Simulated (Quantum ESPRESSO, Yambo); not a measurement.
# Quasiparticle gap of RbCl (Fm-3m) in Yambo, part 2 of 2

How does a plane-wave GW calculation on RbCl (Fm-3m) run from the first input to the gap?

Quantum ESPRESSO 7.5 and Yambo 5.3.0; PBE and many-body steps on it, plane waves. Known limits of the many-body steps: not at the basis limit; no spin-orbit coupling.

So far. Step 2 (Ground state): The gap is direct, at Γ. Step 3 (Bands along the symmetry lines): The gap is 5.003 eV, as in the run before at this level.

### 4. Empty states on the mesh, 4×4×4 mesh, 646 bands

Level of this step: DFT, PBE, plane waves, norm-conserving pseudopotentials (Quantum ESPRESSO).

The sums over transitions need many empty states on a uniform mesh; this step solves for them.

File pw.in:

```
&control
  calculation = 'nscf'
  prefix = 'x'
  outdir = 'o'
  pseudo_dir = 'pseudo'
/
&system
  ibrav = 0
  nat = 2
  ntyp = 2
  ecutwfc = 50.0
  nbnd = 646
  force_symmorphic = .true.
/
&electrons
  conv_thr = 1e-9
  electron_maxstep = 80
  diago_full_acc = .true.
  diago_thr_init = 5e-6
/
ATOMIC_SPECIES
  Rb 85.468 Rb.upf
  Cl 35.45 Cl.upf
CELL_PARAMETERS angstrom
  -0.0000000000 3.2895000000 3.2895000000
  3.2895000000 -0.0000000000 3.2895000000
  3.2895000000 3.2895000000 -0.0000000000
ATOMIC_POSITIONS crystal
  Rb 0.0000000000 0.0000000000 0.0000000000
  Cl 0.5000000000 0.5000000000 0.5000000000
K_POINTS automatic
  4 4 4 0 0 0
```

Started as:

```bash
$ OMP_NUM_THREADS=1 mpirun -n 4 pw.x -nk 4 -in pw.in > pw.out
```

What it wrote:

```text
[banner, memory and clock lines left out]
Program PWSCF v.7.5 starts

     Atomic positions and unit cell read from directory:
     o/x.save/

     Message from routine setup:
     using ibrav=0 with symmetry is DISCOURAGED, use correct ibrav instead

     G-vector sticks info

     bravais-lattice index     =            0
     lattice parameter (alat)  =       8.7911  a.u.
     unit-cell volume          =     480.4147 (a.u.)^3
     number of atoms/cell      =            2
     number of atomic types    =            2
     number of electrons       =        16.00
     number of Kohn-Sham states=          646
     kinetic-energy cutoff     =      50.0000  Ry
     charge density cutoff     =     200.0000  Ry
     Exchange-correlation= PBE
                           (   1   4   3   4   0   0   0)

     celldm(1)=   8.791111  celldm(2)=   0.000000  celldm(3)=   0.000000
     celldm(4)=   0.000000  celldm(5)=   0.000000  celldm(6)=   0.000000

     crystal axes: (cart. coord. in units of alat)
               a(1) = (  -0.000000   0.707107   0.707107 )
               a(2) = (   0.707107  -0.000000   0.707107 )
               a(3) = (   0.707107   0.707107  -0.000000 )

     reciprocal axes: (cart. coord. in units 2 pi/alat)
               b(1) = ( -0.707107  0.707107  0.707107 )
               b(2) = (  0.707107 -0.707107  0.707107 )
               b(3) = (  0.707107  0.707107 -0.707107 )
     Pseudo is Norm-conserving + core correction, Zval =  9.0
     Generated using ONCVPSP code by D. R. Hamann
     Using radial grid of 2308 points,  6 beta functions with:
     Pseudo is Norm-conserving + core correction, Zval =  7.0
     Generated using ONCVPSP code by D. R. Hamann
     Using radial grid of 1028 points,  6 beta functions with:
     Rb                9.00    85.46800     Rb( 1.00)
     Cl                7.00    35.45000     Cl( 1.00)

     48 Sym. Ops., with inversion, found

   Cartesian axes

     site n.     atom                  positions (alat units)
         1        Rb     tau(   1) = (   0.0000000   0.0000000   0.0000000  )
         2        Cl     tau(   2) = (   0.7071068   0.7071068   0.7071068  )

     number of k points=     8
                       cart. coord. in units 2pi/alat
        k(    1) = (   0.0000000   0.0000000   0.0000000), wk =   0.0312500
        k(    2) = (   0.1767767   0.1767767  -0.1767767), wk =   0.2500000
        k(    3) = (  -0.3535534  -0.3535534   0.3535534), wk =   0.1250000
[...]
k(    7) = (  -0.7071068   0.0000000   0.0000000), wk =   0.0937500
        k(    8) = (  -0.7071068   0.3535534   0.0000000), wk =   0.1875000

     Dense  grid:    22995 G-vectors     FFT dimensions: (  40,  40,  40)

     The potential is recalculated from file :
     o/x.save/charge-density

     Starting wfcs are    9 randomized atomic wfcs +  637 random wfcs

     Band Structure Calculation

     End of band structure calculation

          k = 0.0000 0.0000 0.0000 (  2837 PWs)   bands (ev):

   -22.8688 -10.9398  -6.9124  -6.9124  -6.9124   1.0594   1.0594   1.0594
     6.0622   9.0467   9.0467   9.0467  10.0184  10.0184  13.1512  17.8235
    17.8235  17.8235  19.2778  19.2778  19.2778  20.6412  20.6412  20.7040
[...]
[... 69 further rows ...]
[...]
247.0016 247.1574 247.1574 247.1713 247.1713 247.1713

          k = 0.1768 0.1768-0.1768 (  2872 PWs)   bands (ev):

[...]
[... 69 further rows ...]
[...]
246.2491 246.2491 247.5723 247.6511 247.6511 247.6789

          k =-0.3536-0.3536 0.3536 (  2884 PWs)   bands (ev):

[...]
52.4359  52.7391  55.5416  55.5416  56.5941  56.5941  56.8738  56.8738
     [... 69 further rows ...]
   244.0390 244.2338 244.5187 244.5187 244.5332 244.5332 244.7507 244.7533
   244.8095 244.8935 246.1003 246.1003 247.0547 247.0547

          k = 0.3536 0.0000 0.0000 (  2858 PWs)   bands (ev):

     [... further k-points ...]

     highest occupied, lowest unoccupied level (ev):     1.0594    6.0622

     XML data file, pseudopotentials, collected wavefunctions
```

The job ended after 85 s (4 MPI ranks of Arm Neoverse V2, shared host; peak memory 1.1 GiB; 5.7 min of CPU time).

This step gave:

```
gap                                                           : 5.003 eV
k of the valence top                                          : 0, 0, 0
k of the conduction bottom                                    : 0, 0, 0
least direct gap                                              : 5.003 eV
k points computed                                             : 8
lowest point of the top converged band, above the valence top : 243.7556 eV
```

On this mesh the gap is 5.003 eV.

### 5. Conversion and set-up

This step: Yambo 5.3.0; conversion and set-up on PBE, plane waves, norm-conserving pseudopotentials.

The states are converted to the many-body program's format and the q mesh is built.

Started as:

```bash
$ (cd o/x.save; p2y > p2y.log; mv SAVE ../..); yambo > setup.log
```

What it wrote:

```text
 Yambo, version 5.3.0

 [02] CORE Variables Setup
 =========================

  [02.01] Unit cells
  ==================

  Cell kind             :  FCC
  Atoms in the cell     :  Rb  Cl
  number of Rb atoms    :  1
  number of Cl atoms    :  1

  List of atomic masses
  Mass of Rb    :  85.46800
  Mass of Cl    :  35.45000

  List of atomic coordinates    : [cc]
  Rb1       :  0.000000  0.000000  0.000000  order 1
  Cl1       :  6.216254  6.216254  6.216254  order 2

  Alat factors          :  6.216254  6.216254  6.216254 [a.u.]
  Direct lattice volume :  480.4147 [a.u.]
  Direct lattice vectors:  A[ 1 ]  A[ 2 ]  A[ 3 ]
   A[ 1 ]: -0.000000  1.000000  1.000000  [iru]
  -0.000000  6.216254  6.216254  [cc]
   A[ 2 ]:  1.000000 -0.000000  1.000000  [iru]
   6.216254 -0.000000  6.216254  [cc]
   A[ 3 ]:  1.000000  1.000000 -0.000000  [iru]
   6.216254  6.216254 -0.000000  [cc]

  Recip. lattice volume :  0.516325 [a.u.]
  Recip. lattice vectors:  B[ 1 ]  B[ 2 ]  B[ 3 ]
   B[ 1 ]: -0.500000  0.500000  0.500000  [iku]
  -0.505384  0.505384  0.505384  [cc]
   B[ 2 ]:  0.500000 -0.500000  0.500000  [iku]
   0.505384 -0.505384  0.505384  [cc]
   B[ 3 ]:  0.500000  0.500000 -0.500000  [iku]
   0.505384  0.505384 -0.505384  [cc]

  [02.02] Symmetries
  ==================

  Inversion symmetry    : yes
  Spatial inversion     : yes
  Inversion index       :  25
  K-space Time-reversal : no
  Magnetic symmetries   : no
  Group table correct   : yes
  Symmetries units      :  [cc]

   [S  1]:   1.0000     -0.24559E-16 -0.24559E-16 -0.24559E-16   1.0000      0.24559E-16  0.24559E-16  0.24559E-16   1.0000
   [S  2]:  -1.0000      0.24559E-16 -0.24559E-16  0.24559E-16  -1.0000      0.24559E-16 -0.24559E-16 -0.24559E-16   1.0000
   [S  3]:  -1.0000     -0.24559E-16  0.24559E-16  0.24559E-16   1.0000     -0.24559E-16 -0.24559E-16  0.24559E-16  -1.0000
[...]
[... 36 further rows ...]
   [S 47]: -0.24559E-16   1.0000      0.24559E-16  0.24559E-16 -0.24559E-16  -1.0000       1.0000      0.24559E-16 -0.24559E-16
   [S 48]: -0.24559E-16  -1.0000     -0.24559E-16  0.24559E-16  0.24559E-16   1.0000       1.0000     -0.24559E-16  0.24559E-16

  [02.03] Reciprocal space
  ========================

  nG shells         :  263
  nG charge         :  22995
  nG WFs            :   3592
  nC WFs            :  2884
  G-vecs. in first 26 shells:  [ Number ]
     1    9   15   27   51   59   65   89  113
    137   169   181   229   259   283   307   331   339
    387   411   459   531   537   561   609   645
  ...
  Shell energy in first 26 shells:  [ mHa ]
    0.00000      383.119      510.825      1021.65      1404.77      1532.48      2043.30      2426.42      2554.13
    3064.95      3448.07      4086.60      4469.72      4597.43      5108.25      5491.37      5619.08      6129.90
[...]
Grid dimensions      :   4   4   4
  K lattice UC volume  :  0.008068 [a.u.]

  IBZ K-points                                      :   8
  BZ  K-points                                      :   64

  K/Q-points units:
  rlu = crystal or reduced units; cc = cartesian coordinates; iku = interal k-units

  K [1]          [rlu]:  0.000000  0.000000  0.000000
         WF components:  2837
  K [2]          [rlu]: -0.86698E-17 -0.86698E-17  0.25000
         WF components:  2872
  K [3]          [rlu]:  0.17340E-16  0.17340E-16 -0.50000
         WF components:  2884
  K [4]          [rlu]: -0.99171E-17  0.25000      0.25000
         WF components:  2858
  K [5]          [rlu]: -0.26331E-17  0.25000     -0.50000
         WF components:  2880
  [... 2 further k-points ...]
  K [8]          [rlu]:  0.250000 -0.500000 -0.250000
         WF components:  2872

  [02.05] Energies & Occupations
  ==============================

  [X] === General ===
  [X] Electronic Temperature                        :  0.000000  0.000000 [eV K]
  [X] Bosonic    Temperature                        :  0.000000  0.000000 [eV K]
  [X] Finite Temperature mode                       : no
  [X] El. density                                   :  0.22475E+24 [cm-3]
  [X] Fermi Level                                   :  1.059426 [eV]

  [X] === Gaps and Widths ===
  [X] Conduction Band Min                           :  5.002746 [eV]
  [X] Valence Band Max                              :  0.000000 [eV]
  [X] Filled Bands                                  :   8
  [X] Empty Bands                                   :     9   646
  [X] Direct Gap                                    :  5.002746 [eV]
  [X] Direct Gap localized at k                     :  1
  [X] Indirect Gap                                  :  5.002746 [eV]
  [X] Indirect Gap between kpts                     :  1  1
  [X] Last valence band width                       :  0.337909 [eV]
  [X] 1st conduction band width                     :  2.744411 [eV]

  E @ K [1]:  [eV]
   -23.928      -11.999      -7.9719      -7.9719      -7.9719     -0.21418E-11 -0.91784E-12   0.0000
[...]
occ @ K [1]
[...]
E @ K [2]:  [eV]
[...]
occ @ K [2]
[...]
E @ K [3]:  [eV]
[...]
occ @ K [3]
[...]
E @ K [4]:  [eV]
[...]
occ @ K [4]
[...]
E @ K [5]:  [eV]
[...]
occ @ K [5]
[...]
[... 2 further k-points ...]
  E @ K [8]:  [eV]
[...]
occ @ K [8]
   2.000000  2.000000  2.000000  2.000000  2.000000  2.000000  2.000000  2.000000
   0.000000  0.000000  0.000000  0.000000  0.000000  0.000000  0.000000  0.000000

 [03] Transferred momenta grid and indexing
 ==========================================

 IBZ Q-points                                      :   8
 BZ  Q-points                                      :   64

 K/Q-points units:
 rlu = crystal or reduced units; cc = cartesian coordinates; iku = interal k-units

 Q [1]          [rlu]:  0.000000  0.000000  0.000000
 Q [2]          [rlu]: -0.83742E-17 -0.83742E-17  0.25000
 Q [3]          [rlu]:  0.16748E-16  0.16748E-16 -0.50000
[...]
Q [7]          [rlu]:  0.19834E-16 -0.50000     -0.50000
 Q [8]          [rlu]:  0.250000 -0.500000 -0.250000

  [03.01] X indexes
  =================

   [03.01.01] Sigma indexes
   ========================

 [06] Game Over & Game summary
```

The job ended after 2.1 s (1 MPI rank; peak memory 0.24 GiB).

### 6. Screening and self-energy, 4×4×4 mesh, 646 bands, screening to 340.1 eV

Now the one-shot GW correction: screening in the RPA, then the self-energy of the levels asked for.

This step: G0W0 on PBE, plane waves, norm-conserving pseudopotentials.

File gw3.in:

```
HF_and_locXC
gw0
dyson
ppa
em1d
rim_cut
RandQpts= 1000000
RandGvec= 1 RL
EXXRLvcs= 50 Ry
VXCRLvcs= 200 Ry
Chimod= "HARTREE"
% BndsRnXp
 1 | 646 |
%
NGsBlkXp= 25 Ry
% LongDrXp
 1 | 1 | 1 |
%
% GbndRnge
 1 | 646 |
%
DysSolver= "n"
ExtendOut
PPAPntXp= 27.21138 eV
% QPkrange
 1 | 1 | 7 | 10 |
%
```

Started as:

```bash
$ OMP_NUM_THREADS=1 mpirun -n 4 yambo -F gw3.in -J gw3 -C gw3 > gw3.log
```

What it wrote:

```text
 Yambo, version 5.3.0

 [02] CORE Variables Setup
 =========================

  [... cell, symmetries and grids as in the set-up ...]

  [02.05] Energies & Occupations
  ==============================

  [X] === General ===
  [X] Electronic Temperature                        :  0.000000  0.000000 [eV K]
  [X] Bosonic    Temperature                        :  0.000000  0.000000 [eV K]
  [X] Finite Temperature mode                       : no
  [X] El. density                                   :  0.22475E+24 [cm-3]
  [X] Fermi Level                                   :  1.059426 [eV]

  [X] === Gaps and Widths ===
  [X] Conduction Band Min                           :  5.002746 [eV]
  [X] Valence Band Max                              :  0.000000 [eV]
  [X] Filled Bands                                  :   8
  [X] Empty Bands                                   :     9   646
  [X] Direct Gap                                    :  5.002746 [eV]
  [X] Direct Gap localized at k                     :  1
  [X] Indirect Gap                                  :  5.002746 [eV]
  [X] Indirect Gap between kpts                     :  1  1
  [X] Last valence band width                       :  0.337909 [eV]
  [X] 1st conduction band width                     :  2.744411 [eV]

 [03] Transferred momenta grid and indexing
 ==========================================

 IBZ Q-points                                      :   8
 BZ  Q-points                                      :   64

 K/Q-points units:
 rlu = crystal or reduced units; cc = cartesian coordinates; iku = interal k-units

 Q [1]          [rlu]:  0.000000  0.000000  0.000000
 Q [2]          [rlu]: -0.83742E-17 -0.83742E-17  0.25000
 Q [3]          [rlu]:  0.16748E-16  0.16748E-16 -0.50000
 Q [4]          [rlu]: -0.99171E-17  0.25000      0.25000
 Q [5]          [rlu]: -0.11035E-16  0.25000      0.50000
 Q [6]          [rlu]:  0.16157E-16  0.25000     -0.25000
 Q [7]          [rlu]:  0.19834E-16 -0.50000     -0.50000
 Q [8]          [rlu]:  0.250000 -0.500000 -0.250000

 [04] Coloumb potential Random Integration (RIM)
 ===============================================

  [04.01] RIM initialization
  ==========================

  * Diagonal components only detected *

  8 x (sBL volume)        :  0.064541 [a.u.]
  sBZ random points       :  1000000
  Points outside the sBZ  :   7968281
  RL volume               :  0.516325 [a.u.]
  Integrated volume       :  0.518381 [a.u.]

  [04.02] RIM integrals
  =====================

  Gamma point sphere radius             :  0.072760 [a.u.]
  Points outside the sphere             :   800476
  [Int_sBZ(q=0) 1/q^2]*(Vol_sBZ)^(-1/3) =:  7.776341
                                 should be <:  7.795600

  Summary of Coulomb integrals for non-metallic bands |Q|[au] RIM/Bare

  Q [1] 0.100000E-4 0.997530 * Q [2] 0.218838 1.068930
  Q [4] 0.252692 1.066842 * Q [6] 0.357360 1.029370
  Q [5] 0.419042 1.022832 * Q [3] 0.437675 1.020347
  Q [7] 0.505384 1.017473 * Q [8] 0.565036 1.014532

 [05] Dipoles
 ============

  [05.01] Setup: observables and procedures
  =========================================

 [06] Dynamic Dielectric Matrix (PPA)
 ====================================

 [WR./gw3//ndb.pp]---------------------------------------------------------------
  Brillouin Zone Q/K grids (IBZ/BZ)                :    8   64    8   64
  RL vectors                                       :   3647 [WF]
  Coulomb cutoff potential                         : none
  Electronic Temperature                           :  0.000000 [K]
  Bosonic    Temperature                           :  0.000000 [K]
  PPA    diel. fun.  energies                      : Perdew, Burke & Ernzerhof(X)+Perdew, Burke & Ernzerhof(C)
  wavefunctions                                    : Perdew, Burke & Ernzerhof(X)+Perdew, Burke & Ernzerhof(C)
  Global Gauge                                     : length
  X matrix size                                    :  1037
  X band range                                     :     1   646
  X e/h energy range                               : -1.000000 -1.000000 [eV]
  X Time ordering                                  : R
  X Hxc Kernel                                     : HARTREE
  X Drude frequency                                :  0.000000  0.000000
  X poles                                          :  100.0000 [o/o]
  RL vectors in the sum                            :   3647
  [r,Vnl] included                                 : yes
  Field direction                                  :  0.577350E-5  0.577350E-5  0.577350E-5
  BZ energy Double Grid                            : no
  BZ energy DbGd points                            : 0
  BZ Q point size factor                           : -1.000000
  X Optical Averaged directions                    : none

 [07] Local Exchange-Correlation + Non-Local Fock
 ================================================

 [VXC] Plane waves :  22995
 [EXS] Plane waves :  2891

 QP @ state[ 1 ] K range:  1  1
 QP @ state[ 1 ] b range:   7  10

 [xc] Functional : Perdew, Burke & Ernzerhof(X)+Perdew, Burke & Ernzerhof(C)
 [xc] LIBXC used to calculate xc functional
  PP Number of Atomic Species                      :  2
  NLCC RL compoments                               :  22995
  PP Number of Atomic Species                      :  2
  NLCC RL compoments                               :  22995

 [xc] E_xc :  -6.714859 [Ha]
      E_xc :  -13.42972 [Ry]

  Local XC kind (lXC) : Perdew, Burke & Ernzerhof(X)+Perdew, Burke & Ernzerhof(C)
  Non-Local XC kind (nlXC) : Hartree-Fock

  Corrections @ K [1] :  [eV]
 <7|nlXC|7> = -18.52925  0.14048E-16 <7|lXC|7> = -14.02433  0.18882E-15
 <8|nlXC|8> = -18.52925  0.17876E-16 <8|lXC|8> = -14.02433 -0.37763E-15
 <9|nlXC|9> = -3.027009  0.22084E-17 <9|lXC|9> = -6.590254  0.88508E-17
 <10|nlXC|10> = -3.443930 -0.61029E-19 <10|lXC|10> = -7.734219  0.47204E-16

 [08] Dyson equation: Newton solver
 ==================================

  [08.01] G0W0 (W PPA)
  ====================

  [  GW  ] Bands range     :     1   646
  [GW/PPA] G damping       :  0.100000 [eV]

  QP @ state[ 1 ] K range:  1  1
  QP @ state[ 1 ] b range:   7  10

   Sc/G bands                                       :     1   646
   Sc/G damping                                     :  0.100000 ev
   Sc bands terminator                              : no
   Sx RL components                                 :  2891

   QP @ state[ 1 ] K range                          :  1  1
   QP @ state[ 1 ] b range                          :   7  10
   GF energies kind                                 : Perdew, Burke & Ernzerhof(X)+Perdew, Burke & Ernzerhof(C)
   GF WF`s kind                                     : Perdew, Burke & Ernzerhof(X)+Perdew, Burke & Ernzerhof(C)
   Xs energies kind                                 : Perdew, Burke & Ernzerhof(X)+Perdew, Burke & Ernzerhof(C)
   Xs WF`s kind                                     : Perdew, Burke & Ernzerhof(X)+Perdew, Burke & Ernzerhof(C)

 [11] Game Over & Game summary
```

Run time: 36 min. Hardware: 4 MPI ranks; peak memory 2.8 GiB.

This step gave:

```
G0W0 gap on the points computed              : 7.985 eV
starting gap on the mesh                     : 5.003 eV
k of the valence top                         : 0, 0, 0
k of the conduction bottom                   : 0, 0, 0
least direct G0W0 gap on the computed points : 7.985 eV
Z at the valence top                         : 0.8055
Z at the conduction bottom                   : 0.8805
```

The gap on the mesh goes from 5.00 eV to 7.99 eV, a correction of +2.98 eV.

Limits: finite bands, cutoff and mesh; no spin-orbit coupling. v1 is the top filled band, c1 the lowest empty one. Levels before and after the correction, in eV, zero at the valence-band top of each column:

```csv
,conduction bottom,valence top
Kohn-Sham,5.00,0.00
G0W0,7.99,0.00
```

```csv
,level,energy (eV)
Kohn-Sham,Γ v2-v1,0.000
Kohn-Sham,Γ c1,5.003
Kohn-Sham,Γ c2,7.987
G0W0,Γ v2-v1,0.000
G0W0,Γ c1,7.985
G0W0,Γ c2,11.512
```

### 7. Where the time went

Times are wall times on the hardware named with each run, good to a factor of about two.

| step | time | share | memory (GiB) |
| --- | --- | --- | --- |
| ground state | 2.9 s | 0 % | 0.22 |
| bands along the symmetry lines | 3.4 s | 0 % | 0.2 |
| empty states on the mesh | 85 s | 4 % | 1.1 |
| conversion and set-up | 2.1 s | 0 % | 0.24 |
| screening and self-energy | 36 min | 96 % | 2.8 |

### 8. Outcome

- PBE gap: 5.00 eV, direct
- G0W0 gap on the mesh: 7.99 eV
- GW settings: 4×4×4 mesh, 646 bands, screening to 340.1 eV, Godby-Needs plasmon pole
- known limits: not at the basis limit; no spin-orbit coupling

**Reading.** G0W0 moves the gap on the mesh from 5.00 eV to 7.99 eV (+2.98 eV), with Z of 0.81 and 0.88 at the edges. Only 1 of the mesh's irreducible points was corrected, so a valley elsewhere could overtake. The dearest step here is «screening and self-energy». Bands and cutoff are finite, so the gap is not at the basis limit. The miss can reach some tenths of an eV and take either sign; the mesh is an error of its own. In the G0W0 run levels were corrected at 1 k point alone, so a gap called «on the mesh» is the least over those, and an edge elsewhere would be missed. The many-body steps are scalar-relativistic: spin-orbit coupling is not in them.

[Paths, hosts, dates, memory and timing lines, banners, echoed tables and standing remarks are left out of the program output.]

[Logs are printed without paths, hosts, clocks, repeated set-up lines and the standing remarks that a program may print on its own settings, such as how far it seeks lower states.]

[Runs of the session that timed out or met a known fault of the program may be left out.]

[Hosts, paths, dates, database ids (printed as entryN), source tags and the programs' standing remarks are cut or masked in the printed files.]
